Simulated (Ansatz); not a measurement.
Input and command of a plane-wave DFT calculation in Ansatz:

```yaml
crystal:
  lattice:
    - [3.0927946225, -0.0053387755, 0.0839034724]
    - [-1.5510208264, 2.6910588632, -0.0238204166]
    - [0.1377339411, 0.0343684402, 5.3726710353]
  atoms:
    - { symbol: Si, position: [0.2953748231, 0.6356637563, 0.0150036131] }
    - { symbol: Si, position: [0.6843143014, 0.2396692256, 0.5121627506] }
    - { symbol: C, position: [0.3363898077, 0.7333826468, 0.3466766101] }
    - { symbol: C, position: [0.6839210678, 0.3912843712, 0.8961570261] }
basis:
  ecutwfc: 500
kpoints:
  mp_grid: { grid: [12, 12, 6] }
hamiltonian:
  xc: r2scan
scf:
  occupations: { method: gaussian, width: 0.05 }
output:
  forces: true
  stress: true
  eigenvalues: true
```

```bash
ansatz run input.yaml --threads 2 --pin off --max-ram 5120MiB --backend cpu --events-out ev --progress --plain --runs-dir out
```

Processor: Oxide Virtual Turin-like Processor (Zen 5), 2 threads, on a host shared with other jobs.

Q: How long does it run, and how much memory does it take?

A: About 18 s on 2 threads of Oxide Virtual Turin-like Processor (Zen 5), on a shared host, peak memory 0.74 GiB. It solves 12 bands at 436 k points (the mesh reduced by symmetry) with about 1133 plane waves, in 8 SCF iterations.
